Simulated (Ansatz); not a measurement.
# SrTiO3: enthalpy against pressure

SrTiO3, Pm-3m, a = 3.947 Å. The structure is a Materials Project entry; whether it is the stable form wasn't checked. Ansatz: PBE+U, PAW, 420 eV, Γ-centred 8×8×8 mesh on 5 atoms, Gaussian smearing 0.02 eV; U_eff Ti 4.00 eV; no spin polarisation. Cell and atoms are relaxed at each pressure, and no other structure is tried, so the rows at high pressure may lie past a change of phase. y is the enthalpy over the state at zero pressure; there V0 = 12.299 Å³/atom. The pressures are the targets, met within 0.07 GPa.

```tsv
P (GPa)	y (eV/atom)
-3.0	-0.2324
0.0	0.0000
3.0	0.2283
8.0	0.6006
15.0	1.1069
30.0	?
60.0	4.0683
```

Task: Fit y = c1 P + c2 P² + c3 P³ to the other rows, say what c1 and c2 mean, and predict the missing value.

Result: Least squares on the rows shown. y = 0.076741 P − 0.00021293 P² + 1.0667×10⁻⁶ P³. Since dH/dP = V, c1 is V0: 0.076741 eV/GPa × 160.2 = 12.294 Å³ against 12.299; c2 = −V0/(2B0) gives B0 = 180 GPa, where a Birch–Murnaghan fit to the volumes of the same runs (not shown) gives 168 GPa: a cubic over this range folds the higher terms into c2. At P = 30.0 the fit asked for gives 2.1394 eV/atom. The run gave 2.1431 eV/atom, so the fit is 0.0037 eV/atom too low, 0.086 % of the span of the series, against an rms of 0.0002 eV/atom on the fitted rows. With a term in P⁴ added, a fit to the same known rows predicts 2.1454 eV/atom, a smaller miss on the other side.

Symmetry holds off the tilts and polar distortions that many cubic perovskites undergo.